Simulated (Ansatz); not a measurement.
Born–Oppenheimer molecular dynamics of a periodic cell of 12 atoms, TiO2 (start crystal TiO2, start structure I4_1/amd, volume 1.15 times the crystal's). It starts from an unrelaxed structure (largest force component 0.47 eV/Å).

Level of theory: DFT PBEsol, scalar-relativistic, plane waves, PAW in Ansatz 0.2.0. Settings: accuracy low, PAW set soft_1, cutoff 420 eV, k mesh 3x3x1, fermi-dirac smearing 0.3 eV, no spin polarisation.

| Quantity | Value |
| --- | --- |
| ensemble | NVT, Langevin thermostat |
| time step | 1.12 fs |
| steps asked | 220 |
| set temperature | 3500 K |
| friction | 0.02 /fs |
| seed | 883971 |

First frame:

```xyz
12
Lattice="3.9655 0.0000 0.0000 0.0000 3.9655 0.0000 0.0000 0.0000 9.9677" Properties=species:S:1:pos:R:3
Ti 0.000 0.000 0.000
Ti 0.000 1.983 2.492
O 0.000 0.000 2.059
O 0.000 1.983 4.551
O 0.000 1.983 0.433
O 0.000 0.000 7.908
Ti 1.983 1.983 4.984
Ti 1.983 0.000 7.476
O 1.983 1.983 7.043
O 1.983 0.000 9.535
O 1.983 0.000 5.417
O 1.983 1.983 2.925
```

**Question.** What does the run give?

**Answer.** The run went to its last step.

| Item | Value |
| --- | --- |
| steps done | 220 |
| time covered | 246.4 fs |
| mean temperature over the second half | 3469 K |
| spread of the potential energy over the second half | 106.9 meV per atom |
| mean potential energy of the second half above the start | 529.5 meV per atom |

A run of 0.25 ps of so small a system gives no equilibrium averages. Limits of this set-up: coarse k mesh, PAW files made for another functional, low accuracy level.

**Question.** What happens to the structure?

**Answer.** Mean squared displacements from the first frame to the last, about the centre of mass: Ti 0.20 Å², O 0.29 Å². Another seed would give other details.

**Question.** How do temperature and energy run in time?

**Answer.** 
```tsv
time (fs)	T (K)	potential energy less start (eV)
0	3208	0.000
21.28	1306	2.990
42.56	4504	1.348
63.84	3628	3.467
85.12	3346	3.615
106.4	4332	3.530
127.68	3967	4.538
148.96	2214	8.211
170.24	3481	7.236
191.52	2702	7.681
212.8	4726	4.876
234.08	4315	4.505
```

Run time: 19 min on 1 thread of Arm Neoverse V1, on a shared host, peak memory 0.4 GiB.
